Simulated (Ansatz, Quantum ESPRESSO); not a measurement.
This is a calculation of Pd (Palladium) for Quantum ESPRESSO 7.5 (ASE script). 

The input run.py:

```python
import numpy as np
from ase.calculators.espresso import Espresso, EspressoProfile
from ase.io import read

atoms = read('POSCAR')

input_data = {
    'control': {'calculation': 'scf', 'prefix': 'pwscf', 'outdir': './tmp', 'tprnfor': True, 'tstress': True, 'disk_io': 'low'},
    'system': {'ecutwfc': 82.0, 'nbnd': 15, 'input_dft': 'revpbe', 'occupations': 'smearing', 'smearing': 'fd', 'degauss': 0.00367493, 'vdw_corr': 'grimme-d3', 'dftd3_version': 4},
    'electrons': {'conv_thr': 2e-10, 'electron_maxstep': 120, 'mixing_beta': 0.5},
}
pseudopotentials = {'Pd': 'Pd.upf'}
profile = EspressoProfile(command='pw.x', pseudo_dir='pseudo')
dft = Espresso(profile=profile, input_data=input_data, pseudopotentials=pseudopotentials, kpts=(12, 12, 12), koffset=(0, 0, 0))
atoms.calc = dft

from ase.optimize import BFGS
from ase.filters import FrechetCellFilter
done = BFGS(FrechetCellFilter(atoms), trajectory='opt.traj').run(fmax=0.02, steps=30)
print('converged', done)
print('cell (A)', np.round(atoms.cell.cellpar(), 5))
print(f'energy {atoms.get_potential_energy():.8f} eV')
print('forces (eV/A)')
print(np.round(atoms.get_forces(), 6))
print('stress (eV/A^3, Voigt)')
print(np.round(atoms.get_stress(), 8))
print(f'Fermi level {dft.get_fermi_level():.4f} eV')
```

Contents of POSCAR:

```
Pd
1.0
    0.0000000000      1.9465000000      1.9465000000
    1.9465000000      0.0000000000      1.9465000000
    1.9465000000      1.9465000000      0.0000000000
Pd
1
Direct
    0.0000000000      0.0000000000      0.0000000000
```

Potentials or basis: Ansatz NC SR PBE.

The run is started by

```console
$ OMP_NUM_THREADS=1 python run.py
```

**Question.** Set up the same calculation for Ansatz 0.2.0. Potentials or basis there: all-electron LAPW, scalar-relativistic.

**Answer.** As run (cutoffs and basis follow the program's own potentials, and thresholds, step limits or extra output files can differ):

File input.yaml:

```yaml
crystal:
  lattice:
    - [0.0, 1.9465, 1.9465]
    - [1.9465, 0.0, 1.9465]
    - [1.9465, 1.9465, 0.0]
  atoms:
    - { symbol: Pd, position: [0.0, 0.0, 0.0] }
kpoints:
  mp_grid: { grid: [12, 12, 12] }
scf:
  occupations: { method: fermi_dirac, width: 0.05 }
hamiltonian:
  xc: revpbe
  dispersion: d3bj
  pseudopotentials: { kind: all_electron, lapw: { basis_error: 0.001 } }
output:
  forces: true
  stress: true
relax:
  f_tol: 0.01
  max_steps: 60
  cell: {}
```

Potentials or basis: all-electron LAPW, scalar-relativistic.

Command:

```sh
$ ansatz run input.yaml --threads 1 --pin off --max-ram 3072MiB --backend cpu --events-out ev --progress --plain --runs-dir out
```

Both were run:

|  | Quantum ESPRESSO | Ansatz |
| --- | --- | --- |
| Relaxed volume | 14.55 Å³/atom | 14.42 Å³/atom |
| Relaxed cell | a = 2.740 Å, b = 2.740 Å, c = 2.740 Å, α = 60.00°, β = 60.00°, γ = 60.00° | a = 2.732 Å, b = 2.732 Å, c = 2.732 Å, α = 60.00°, β = 60.00°, γ = 60.00° |
| Space group after relaxing | Fm-3m (No. 225) | Fm-3m (No. 225) |
| Pressure after relaxing | 0.0 GPa | 0.0 GPa |

Quantum ESPRESSO's potentials were made for PBE.

Where Ansatz's input types no cutoff or centring, it takes its own default and a Γ-centred mesh.

Pressure is positive in compression.
